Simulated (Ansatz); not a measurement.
Ansatz input file:

```yaml
crystal:
  lattice:
    - [4.2292749965, 0.0, 0.0]
    - [0.0, 4.0242573969, 0.0]
    - [0.0, 0.0, 3.9347086507]
  atoms:
    - { symbol: Ba, position: [0.5, 0.5, 0.9716348524] }
    - { symbol: Hf, position: [0.0, 0.0, 0.4664351148] }
    - { symbol: O, position: [0.0, 0.5, 0.5296859821] }
    - { symbol: O, position: [0.5, 0.0, 0.5115816548] }
    - { symbol: O, position: [0.0, 0.0, 1.010684186] }
basis:
  ecutwfc: 420
kpoints:
  mp_grid: { grid: [6, 6, 6] }
hamiltonian:
  xc: pbe
scf:
  occupations: { method: gaussian, width: 0.02 }
output:
  forces: true
  stress: true
  eigenvalues: true
  populations: true
```

It can be run as
```bash
ansatz run input.yaml --threads 1 --pin off --backend cpu --events-out ev --progress --plain --runs-dir out  # memory cap (--max-ram) not shown
```

Computed with DFT PBE, scalar-relativistic, plane waves, PAW (Ansatz).

Part of what the program printed, abridged:

```
Pseudopotentials: kind: paw
Pseudopotential: Ba, paw, valence charge 10, recommended cutoff 420 eV (normal)
Pseudopotential: Hf, paw, valence charge 26, recommended cutoff 420 eV (normal)
Pseudopotential: O, paw, valence charge 6, recommended cutoff 420 eV (normal)
Functional definition: PBE
Crystal: 5 atoms, lattice volume = 66.968 Å³
Basis set: ecut = 420 eV, 1299 PW (Γ), exchange–correlation on 60×54×54 points (8 copies of the dense FFT grid, shifted against one another)
Bands: 33, of which v1, the nominal top of the filled ones, is band 27 counted from 1 (26 counted from 0)
Symmetry: 4 space group operations
Space group: Pmm2 (ITA 25), of the structure as read, at distance tolerance 4.1e-5 Å
k-points: 64 of 216 (time reversal used)
Initial density: superposition of atomic densities (neutral atoms: chi_scale 0, normalization atom), corrected by the library's trained network
Initial wavefunctions: pseudopotential atomic-orbital guess
Functional: x = pbe(κ = 0.804, μ = 0.21951497), c = pbe(β = 0.06672455)
SCF iter   1: F=—  HF=-23381.414308 eV  |F-HF|=—  |Δ(HF+E_count)|=         —  Δρ=1.79e-3  dr2=1.53e-3  ethr=1.77e-3  ⟨swp⟩=8.8  Hψ=10041  notcnv=0
SCF iter   2: F=—  HF=-23381.414601 eV  |F-HF|=—  |Δ(HF+E_count)|=   2.93e-4  Δρ=9.44e-4  dr2=3.52e-4  ethr=2.83e-6  ⟨swp⟩=2.4  Hψ=4662  notcnv=0  defer=89
SCF iter   3: F=—  HF=-23381.414839 eV  |F-HF|=—  |Δ(HF+E_count)|=   2.38e-4  Δρ=4.42e-4  dr2=9.34e-5  ethr=6.51e-7  ⟨swp⟩=2.0  Hψ=3387  notcnv=0  defer=89
SCF iter   4: F=—  HF=-23381.414549 eV  |F-HF|=—  |Δ(HF+E_count)|=   2.90e-4  Δρ=1.72e-4  dr2=1.55e-5  ethr=1.73e-7  ⟨swp⟩=2.0  Hψ=3729  notcnv=0  defer=89
SCF iter   5: F=—  HF=-23381.414556 eV  |F-HF|=—  |Δ(HF+E_count)|=   6.62e-6  Δρ=7.31e-5  dr2=2.55e-6  ethr=2.88e-8  ⟨swp⟩=2.0  Hψ=3731  notcnv=0  defer=89
SCF iter   6: F=—  HF=-23381.414555 eV  |F-HF|=—  |Δ(HF+E_count)|=   7.92e-7  Δρ=2.84e-5  dr2=4.60e-7  ethr=4.73e-9  ⟨swp⟩=2.0  Hψ=3737  notcnv=0  defer=89
SCF iter   7: F=-23381.414555 eV  HF=-23381.414555 eV  |F-HF|=1.18e-8  |Δ(HF+E_count)|=   5.24e-8  Δρ=7.19e-6  dr2=3.56e-8  ethr=1.85e-10  ⟨swp⟩=9.7  Hψ=10457  notcnv=0
SCF 1 converged in 7 iterations: F = -23381.414555 eV  dr2 = 3.56e-8
SCF converged after 7 iterations
Free energy (F): -23381.414555 eV
Harris-Foulkes:  -23381.414555 eV  (|F-HF|=1.18e-8)
Internal energy: -23381.414555 eV  (E = F + TS)
E sigma→0 (E₀):  -23381.414555 eV
Fermi energy:    14.719262 eV
--- Per-component energies (eV) ---
  E_band       = 39.799144
  E_kinetic    = 1133.307761
  E_local      = -7809.271372  (includes V_loc(G=0)·N_el)
  E_nonlocal   = -1039.202591
  E_hartree    = 3587.375131
  E_xc         = -696.474600
  E_vxc        = -693.561833  (∫ρ·V_xc dr)
  E_paw        = -12631.493999  (= ΣΔE_a)
  E_vpaw       = 1273.768805  (= ΣTr[D̂ρ^β])
  E_aug_tail   = 0.007445  (compensation charges beyond the density's cutoff)
  E_ewald      = -5925.662329
  E_smearing   =  0.000000  (= −TS)
--- Forces (eV/Å), atoms counted from 1 ---
  atom   1  Ba     0.00000000     0.00000000     0.20454524
  atom   2  Hf     0.00000000     0.00000000     4.77265493
  atom   3  O      0.00000000     0.00000000    -0.19171759
  atom   4  O      0.00000000     0.00000000    -0.30815491
  atom   5  O      0.00000000     0.00000000    -4.47736421
--- Stress (GPa, compression-positive) ---
        8.623969       0.000000       0.000000
        0.000000      21.834561       0.000000
        0.000000       0.000000      44.698530
  P = ⅓ Tr σ = 25.0524 GPa (250.524 kbar)
--- Band table (eV; the first three rows and the last of 64) ---
  k-point 0: bands = ["-46.3341", "-15.5733", "-15.2605", "-15.2267", "-11.9989", "-4.0957", "-3.5009", "-3.2301", "2.6848", "2.8254", "2.9443", "3.8456", "3.8669", "3.8702", "3.8864", "3.8983", "3.9180", "3.9213", "11.1133", "11.2421", "11.3867", "11.5003", "11.5799", "11.8546", "12.5679", "12.5892", "12.8738", "16.5416", "17.1962", "17.5260", "17.7765", "18.1052", "19.2809"]
  k-point 1: bands = ["-46.3338", "-15.6455", "-15.2579", "-15.2240", "-11.9617", "-3.9466", "-3.3984", "-3.2471", "2.7187", "2.8636", "2.9926", "3.8642", "3.8687", "3.8691", "3.8924", "3.9055", "3.9175", "3.9211", "10.9057", "10.9112", "10.9117", "11.1491", "11.4448", "11.5600", "12.1539", "12.5496", "12.5903", "16.6757", "17.9085", "18.0648", "18.4234", "18.6288", "19.8527"]
  k-point 2: bands = ["-46.3330", "-15.7835", "-15.2527", "-15.2186", "-11.8879", "-3.9767", "-3.2722", "-2.8087", "2.7890", "2.9429", "3.0926", "3.8581", "3.8631", "3.9061", "3.9136", "3.9166", "3.9200", "3.9536", "9.2757", "10.4374", "10.5102", "10.7787", "11.0735", "11.1187", "11.4079", "12.4923", "12.6240", "16.9956", "19.3367", "19.4523", "19.7390", "19.8575", "20.9845"]
  k-point 63: bands = ["-46.3312", "-15.8242", "-15.4511", "-15.3262", "-11.7674", "-2.6417", "-2.6031", "-2.4539", "2.0178", "2.1455", "2.3230", "3.9158", "3.9216", "3.9217", "3.9236", "3.9617", "4.0048", "4.0293", "8.2997", "8.8965", "9.3725", "9.9577", "10.2603", "10.7451", "12.7424", "12.7724", "12.8455", "19.0611", "19.1832", "19.6023", "20.8584", "21.5273", "21.8229"]
--- Löwdin populations: 5 sites ---
  site symbol q [e]
     0     Ba      8.1712
     1     Hf     24.9323
     2      O      6.8479
     3      O      6.9203
     4      O      6.7530
  spilling = 0.006951 (of n_electrons = 54.000000)
```

The run converged.

Spin–orbit coupling is left out, which can shift energies with elements as heavy as these.